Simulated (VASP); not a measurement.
Crystal: MnSi.

```
CELL_PARAMETERS angstrom
4.54800 0.00000 0.00000
0.00000 4.54800 0.00000
0.00000 0.00000 4.54800
ATOMIC_POSITIONS crystal
Mn 0.13800 0.13800 0.13800
Mn 0.36200 0.86200 0.63800
Mn 0.63800 0.36200 0.86200
Mn 0.86200 0.63800 0.36200
Si 0.84600 0.84600 0.84600
Si 0.65400 0.15400 0.34600
Si 0.34600 0.65400 0.15400
Si 0.15400 0.34600 0.65400
```

| Item | Value |
| --- | --- |
| Program | VASP 6.6.1 |
| Task | relaxation of cell and atoms |
| Functional | PBE |
| Potentials or basis | VASP PAW PBE potentials, release 64 (Mn_pv, Si) |
| Cutoff | 600 eV |
| k mesh | 8 × 8 × 8 |
| Occupations | methfessel-paxton, width 0.1 eV |
| Spin | collinear spin, ferromagnetic start |
| Starting moments | [3.5, 3.5, 3.5, 3.5, 0.0, 0.0, 0.0, 0.0] μB |

At the start: pressure -4.5 GPa; volume 11.76 Å³/atom.

Question: How do energy, volume and symmetry change on relaxing?

Answer: Over 5 steps the energy falls by 4.2 meV/atom and the volume is 11.53 Å³/atom (-2.0 %); space group P2_13 (No. 198, to 0.05 Å); moment 3.98 μB per cell.

The path:
```
step  energy change (eV)  largest force (eV/Å)  pressure (GPa)  volume (Å³)
   1              0.0000                0.2448           -4.47        94.07
   2              0.0137                0.1080            6.21        89.68
   3             -0.0321                0.0932            0.18        92.04
   4             -0.0336                0.0325            0.12        92.13
   5             -0.0339                0.0084            0.03        92.20
```

Final structure:
```
CELL_PARAMETERS angstrom
4.51768 0.00000 0.00000
0.00000 4.51768 0.00000
0.00000 0.00000 4.51768
ATOMIC_POSITIONS crystal
Mn 0.13642 0.13642 0.13642
Mn 0.36358 0.86358 0.63642
Mn 0.63642 0.36358 0.86358
Mn 0.86358 0.63642 0.36358
Si 0.84518 0.84518 0.84518
Si 0.65482 0.15482 0.34518
Si 0.34518 0.65482 0.15482
Si 0.15482 0.34518 0.65482
```
